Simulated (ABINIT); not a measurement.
Crystal: InAs.

```
In As
1.0
     0.00000    2.87730    2.87730
     2.87730    0.00000    2.87730
     2.87730    2.87730    0.00000
In As
1 1
Direct
  0.50000 0.50000 0.50000
  0.00000 0.00000 0.00000
```

Measurements of this composition are mostly on another form, of space group No. 216.

Program: ABINIT 10.8.3 (patched build). Alike in all runs: task band structure; potentials or basis JTH PAW PBE v2.0; no spin polarisation; cell as given; k mesh 8 × 8 × 8; cutoff (eV) 707; smearing fermi-dirac 0.05 eV.

**Question.** Order these runs on this cell by their pressure, lowest first.
A. level LDA
B. level BLYP
C. level SCAN

**Answer.** A (-5.3 GPa), C (-2.7 GPa), B (4.2 GPa).

Caveats: the PAW data sets were made with another functional, which shifts forces and pressure a little.
